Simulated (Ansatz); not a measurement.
The system is CoO.

```
Co O
1.0
     0.00000    2.34364    2.34364
     2.34364    0.00000    2.34364
     2.34364    2.34364    0.00000
Co O
1 1
Direct
  0.00000 0.00000 0.00000
  0.25000 0.25000 0.25000
```

Measurements of this composition are mostly on another form, of space group No. 225.

```yaml
Program: Ansatz 0.2.0
Task: relaxation of cell and atoms
Functional: LDA
Potentials_or_basis: Ansatz PAW
Cutoff: "420 eV (not typed: the program's choice for these potentials)"
k_mesh: 10 × 10 × 10
Occupations: fermi-dirac, width 0.05 eV
Spin: collinear spin, ferromagnetic start
Starting_moments: "[2.0, 0.0] μB"
```

At the start: volume 12.87 Å³/atom.

Where does the relaxation end?

It ends after 8 steps and the volume is 9.83 Å³/atom (-23.6 %); space group F-43m (No. 216, to 0.05 Å); moment 1.62 μB per cell.

The path:
| step | energy change (eV) | largest force (eV/Å) | volume (Å³) |
| --- | --- | --- | --- |
| 1 | 0.0000 | 0.0000 | 25.75 |
| 2 | -0.3614 | 0.0000 | 23.03 |
| 3 | -0.5968 | 0.0000 | 19.73 |
| 4 | -0.5967 | 0.0000 | 19.76 |
| 5 | -0.5968 | 0.0000 | 19.75 |
| 6 | -0.5861 | 0.0000 | 19.75 |
| 7 | -0.5868 | 0.0000 | 19.66 |
| 8 | -0.5863 | 0.0000 | 19.66 |

Final structure:
```xyz
2
Lattice="0.0000 2.1422 2.1422 2.1422 0.0000 2.1422 2.1422 2.1422 0.0000" Properties=species:S:1:pos:R:3 pbc="T T T"
Co    0.0000    0.0000    0.0000
O     1.0711    1.0711    1.0711
```

Caveat: the volume moved by over 15 % at a fixed basis, so the end points are rough; the plane-wave basis is chosen anew once the cell has moved, so the energies of steps on either side of that aren't comparable; the pressure holds a Pulay correction of +1.0 GPa for the finite cutoff; a cell with one magnetic atom can't hold antiferromagnetic order, which such compounds often take; the PAW data sets come from PBE, with cores solved anew for the run's functional, which leaves a small shift of forces and pressure.
